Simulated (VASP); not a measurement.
# MnSb4 (P4/mmm) in VASP: reference runs, part 3 of 3

VASP 6.6.1. The steps go on from the part before.

## 7. Equation of state, PBE, collinear spin, ferromagnetic start, 29.03 Å³/atom (volume scaled by 1.02)

The input, INCAR:

```
PREC = Accurate
ENCUT = 520
EDIFF = 1E-7
ISMEAR = -1
SIGMA = 0.05
LREAL = F
LASPH = T
NELM = 150
ALGO = Normal
ISIF = 2
LWAVE = F
LCHARG = F
ISPIN = 2
MAGMOM = 0 0 0 0 4
LORBIT = 11
LMAXMIX = 4
GGA = PE
NBANDS = 28
```

The input, KPOINTS:

```
regular mesh
0
Gamma
  9 9 2
```

The input, POSCAR:

```
MnSb4
1.0
    3.1009012568      0.0000000000      0.0000000000
    0.0000000000      3.1009012568      0.0000000000
    0.0000000000      0.0000000000     15.0935052516
Sb Mn
4 1
Direct
    0.0000000000      0.0000000000      0.8196820000
    0.0000000000      0.0000000000      0.6005510000
    0.0000000000      0.0000000000      0.3994490000
    0.0000000000      0.0000000000      0.1803180000
    0.0000000000      0.0000000000      0.0000000000
```

Run with:

```sh
$ cat potpaw_PBE.64/Sb/POTCAR potpaw_PBE.64/Mn_pv/POTCAR > POTCAR
$ mpirun -np 1 vasp_std > vasp.out
```

Run time: 3 min. Hardware: 1 thread of Intel Xeon Platinum 8559C (Emerald Rapids), shared host; peak memory 0.39 GiB.

Results (log left out):

| Quantity | Value |
| --- | --- |
| Free energy | -23.9206 eV |
| Pressure | -1.3 GPa |
| Largest force | 0.067 eV/Å |
| Band gap on the k mesh | none (metal or under the smearing width) |
| Net moment | 4.03 μB per cell |
| Site moments | Sb -0.03, +0.00; Mn +3.86 μB |
| Valence electrons inside the program's atomic spheres | Sb 2.39, 2.36; Mn 11.38 |

Caveat: a cell with one magnetic atom can't hold antiferromagnetic order, which such compounds often take.

## 8. Equation of state, PBE, collinear spin, ferromagnetic start, 29.60 Å³/atom (volume scaled by 1.04)

The input, INCAR:

```
SYSTEM = MnSb4
PREC = Accurate
ENCUT = 520
EDIFF = 1E-7
ISMEAR = -1
SIGMA = 0.05
LREAL = .False.
LASPH = .True.
NELM = 150
ALGO = Normal
ISIF = 2
LWAVE = .False.
LCHARG = .False.
ISPIN = 2
MAGMOM = 0 0 0 0 4
LORBIT = 11
LMAXMIX = 4
GGA = PE
NBANDS = 28
```

The input, KPOINTS:

```
regular mesh
0
Gamma
  9 9 2
  0 0 0
```

POSCAR, as its differences from that of step 7:

```diff
@@ -2,5 +2,5 @@
 1.0
-    3.1009012568      0.0000000000      0.0000000000
-    0.0000000000      3.1009012568      0.0000000000
-    0.0000000000      0.0000000000     15.0935052516
+    3.1210375435      0.0000000000      0.0000000000
+    0.0000000000      3.1210375435      0.0000000000
+    0.0000000000      0.0000000000     15.1915177722
 Sb Mn
```

Run with:

```sh
$ cat potpaw_PBE.64/Sb/POTCAR potpaw_PBE.64/Mn_pv/POTCAR > POTCAR
$ mpirun -np 1 vasp_std > vasp.out
```

Run time: 3.4 min. Hardware: 1 thread of Intel Xeon Platinum 8559C (Emerald Rapids), shared host; peak memory 0.4 GiB.

It converged, with:

```yaml
Free_energy: -23.8905 eV
Pressure: -2.1 GPa
Largest_force: 0.101 eV/Å
Band_gap_on_the_k_mesh: none (metal or under the smearing width)
Net_moment: 4.08 μB per cell
Site_moments: Sb -0.03, +0.00; Mn +3.90 μB
Valence_electrons_inside_the_program's_atomic_spheres: Sb 2.38, 2.35; Mn 11.37
```

Caveat: a cell with one magnetic atom can't hold antiferromagnetic order, which such compounds often take.

## 9. Equation of state, PBE, collinear spin, ferromagnetic start, 30.16 Å³/atom (volume scaled by 1.06)

The input, INCAR:

```
PREC     = Accurate       # precision mode
ENCUT    = 520            # plane-wave cutoff, eV
EDIFF    = 1E-7           # SCF threshold, eV
ISMEAR   = -1             # smearing method
SIGMA    = 0.05           # smearing width, eV
LREAL    = F              # projectors in reciprocal space
LASPH    = T              # aspherical terms in the spheres
NELM     = 120            # most SCF steps
ALGO     = Normal         # electronic algorithm
ISIF     = 2              # what is computed and relaxed
LWAVE    = F              # write WAVECAR
LCHARG   = F              # write CHGCAR
ISPIN    = 2              # spin polarisation
MAGMOM   = 0 0 0 0 4      # initial moments
LORBIT   = 11             # projections on sites
LMAXMIX  = 4              # l up to which the mixer works
GGA      = PE             # functional
NBANDS   = 28             # bands
```

The input, KPOINTS:

```
Automatic mesh
0
Gamma
  9 9 2
```

POSCAR, as its differences from that of step 8:

```diff
@@ -2,5 +2,5 @@
 1.0
-    3.1210375435      0.0000000000      0.0000000000
-    0.0000000000      3.1210375435      0.0000000000
-    0.0000000000      0.0000000000     15.1915177722
+    3.1409172995      0.0000000000      0.0000000000
+    0.0000000000      3.1409172995      0.0000000000
+    0.0000000000      0.0000000000     15.2882816408
 Sb Mn
```

Potentials or basis: VASP PAW PBE potentials, release 64 (Sb, Mn_pv).

Run with:

```sh
$ cat potpaw_PBE.64/Sb/POTCAR potpaw_PBE.64/Mn_pv/POTCAR > POTCAR
$ mpirun -np 1 vasp_std > vasp.out
```

Wall time 3.6 min (1 thread of Intel Xeon Platinum 8559C (Emerald Rapids), shared host); peak memory 0.4 GiB.

The run converged. Its results:

* Free energy: -23.8467 eV
* Pressure: -2.8 GPa
* Largest force: 0.133 eV/Å
* Band gap on the k mesh: none (metal or under the smearing width)
* Net moment: 4.11 μB per cell
* Site moments: Sb -0.03, +0.00; Mn +3.93 μB
* Valence electrons inside the program's atomic spheres: Sb 2.37, 2.34; Mn 11.36

Caveat: a cell with one magnetic atom can't hold antiferromagnetic order, which such compounds often take.

## 10. Equation of state, PBE, collinear spin, ferromagnetic start

Potentials or basis: VASP PAW PBE potentials, release 64 (Sb, Mn_pv).

No new run: the results of the series are fitted here.

What came out:

```yaml
Equilibrium_volume: 28.23 Å³/atom
Bulk_modulus_at_fixed_shape_and_positions: 49 GPa
Pressure_derivative_of_the_bulk_modulus: 4.5
```

Energy against volume, from the lowest point:
```
volume (Å³/atom)  energy (meV/atom)
          26.750              12.84
          27.319               4.48
          27.888               0.35
          28.457               0.00
          29.027               3.01
          29.596               9.04
          30.165              17.80
```

Caveat: the cell was scaled at fixed shape and fractional positions, which overstates the stiffness of a crystal with free parameters, most of all of layers and chains.

## 11. Summary

```csv
task,cell,gap on the mesh (eV),pressure (GPa),moment (μB),largest force (eV/Å)
single point,as given,none,-0.4,3.97,0.04
single point,"atoms moved at random, drawn with an rms of 0.05 Å",none,-0.4,3.98,0.11
equation of state,as given,-,-,-,-
```

Alike in all rows: level PBE; potentials or basis VASP PAW PBE potentials, release 64 (Sb, Mn_pv); spin collinear, ferromagnetic start; k mesh 9 × 9 × 2; cutoff (eV) 520; smearing fermi-dirac 0.05 eV.

Caveats: a cell with one magnetic atom can't hold antiferromagnetic order, which such compounds often take (some runs); the cell was scaled at fixed shape and fractional positions, which overstates the stiffness of a crystal with free parameters, most of all of layers and chains (some runs).

Absolute energies hang on the potentials; compare differences alone.
